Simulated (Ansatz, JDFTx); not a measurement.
This is a calculation of Ge (Germanium) for Ansatz 0.2.0. Atoms were shifted at random by some hundredths of an Å from the given cell, which wasn't relaxed again for these runs. 

Contents of input.yaml:

```yaml
crystal:
  lattice:
    - [0.0, 2.82891, 2.82891]
    - [2.82891, 0.0, 2.82891]
    - [2.82891, 2.82891, 0.0]
  atoms:
    - { symbol: Ge, position: [0.760966, 0.733256, 0.753339] }
    - { symbol: Ge, position: [0.493445, 0.489395, 0.51015] }
hamiltonian:
  xc: pbesol
  pseudopotentials: { kind: paw }
kpoints:
  mp_grid: { grid: [8, 8, 8] }
scf:
  occupations: { method: fermi_dirac, width: 0.05 }
output:
  forces: true
  stress: true
  eigenvalues: true
```

Potentials or basis: Ansatz PAW.

Launch:

```bash
$ ansatz run input.yaml --threads 1 --pin off --max-ram 3584MiB --backend cpu --events-out ev --progress --plain --runs-dir out
```

Task: Translate it to JDFTx 1.7.0 (patched build). Potentials or basis there: PseudoDojo-SR-PBEsol-0.4.1-standard with smoothed tails, cutoff 1061 eV.

Result: As run (cutoffs and basis follow the program's own potentials, and thresholds, step limits or extra output files can differ):

Contents of Ge.in:

```
lattice \
    0.0000000000     5.3458651312     5.3458651312 \
    5.3458651312     0.0000000000     5.3458651312 \
    5.3458651312     5.3458651312     0.0000000000
coords-type Lattice
ion Ge     0.7609660000     0.7332560000     0.7533390000 1
ion Ge     0.4934450000     0.4893950000     0.5101500000 1

ion-species pseudo/Ge.upf
elec-cutoff 39 312
elec-ex-corr gga-PBEsol
kpoint-folding 8 8 8
elec-smearing Fermi 0.0018374661
elec-n-bands 21
electronic-SCF nIterations 100 energyDiffThreshold 1e-09
electronic-minimize nIterations 30 energyDiffThreshold 1e-7
converge-empty-states yes
forces-output-coords Cartesian

dump-name run.$VAR
dump End Ecomponents EigStats BandEigs Kpoints Forces Stress
```

Potentials or basis: PseudoDojo-SR-PBEsol-0.4.1-standard with smoothed tails.

Run with:

```console
$ jdftx -c 1 -i Ge.in -o Ge.out
```

Both were run:

|  | Ansatz | JDFTx |
| --- | --- | --- |
| Pressure | 0.8 GPa | 0.8 GPa |
| Largest force | 0.687 eV/Å | 0.687 eV/Å |
| Energy over the undisturbed cell | 9.5 meV/atom | 9.5 meV/atom |

Ansatz's pressure holds a Pulay term of +0.02 GPa for its cutoff of 420 eV, which the other run lacks.

Ansatz's potentials were made for PBE.

Where Ansatz's input types no cutoff or centring, it takes its own default and a Γ-centred mesh.

Pressure is positive in compression.
